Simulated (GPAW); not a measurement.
NiO:

```xyz
2
Lattice="2.9499 0.0000 0.0000 1.4750 2.5547 0.0000 1.4750 0.8516 2.4086" Properties=species:S:1:pos:R:3 pbc="T T T"
Ni    0.0000    0.0000    0.0000
O     2.9499    1.7031    1.2043
```

Base run:

* Program: GPAW 26.7.0
* Functional: LDA
* Potentials or basis: the program's PAW data sets (release 1.2.1) made for this functional, other valence
* Cutoff: 800 eV
* Basis: pw
* k mesh: 8 × 8 × 8
* Occupations: fermi-dirac, width 0.05 eV
* Spin: collinear spin, ferromagnetic start
* Starting moments: [1.0, 0.0] μB

Its results: pressure -18.6 GPa; net moment 0.71 μB per cell; site moments Ni +0.58; O +0.08 μB.

Question: The run is repeated on the same cell with these changes: potentials or basis from the program's PAW data sets (release 1.2.1) made for this functional, other valence to the program's PAW data sets (release 1.2.1) made for this functional; valence electrons from 16 to 22. What comes out?

Answer: Pressure -15.6 GPa; net moment 0.71 μB per cell; site moments Ni +0.60; O +0.08 μB.

Caveats: so large a pressure means that the cell lies far from this level's equilibrium, or that cutoff or potentials fall short; a cell with one magnetic atom can't hold antiferromagnetic order, which such compounds often take; the stock nickel data set gives pressures a few GPa off other programs (some runs).

Not every run made on this cell is shown here.
